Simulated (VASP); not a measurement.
C2H4, in a box:

```
C H
1.0
    13.01462    0.00000    0.00000
     0.00000   13.51462    0.00000
     0.00000    0.00000   14.01462
C H
2 4
Direct
  0.54320 0.48753 0.48122
  0.45575 0.52027 0.51924
  0.56512 0.40961 0.48436
  0.59687 0.53715 0.44522
  0.43422 0.59831 0.51588
  0.40234 0.47027 0.55517
```

Program: VASP 6.6.1. Alike in all runs: task single point; potentials or basis VASP PAW PBE potentials, release 64 (C, H); no spin polarisation; cell as given; k mesh 1 × 1 × 1; cutoff (eV) 400; smearing gaussian 0.01 eV.

Q: Order these runs on this cell by their band gap on the k mesh, lowest first.
A. level RPBE; further INCAR settings ALGO = Normal; EDIFF = 1e-06; ISYM = 0
B. level HSE06+D3(BJ); further INCAR settings ALGO = Damped; EDIFF = 1e-06; ISYM = 0; grid for exact exchange (PRECFOCK) Fast; screening parameter 0.2 1/A
C. level r2SCAN+rVV10; further INCAR settings ALGO = Normal; EDIFF = 1e-06; ISYM = 0

A: A (5.68 eV), C (6.17 eV), B (7.06 eV).

Runs at the PBE level aren't shown here.
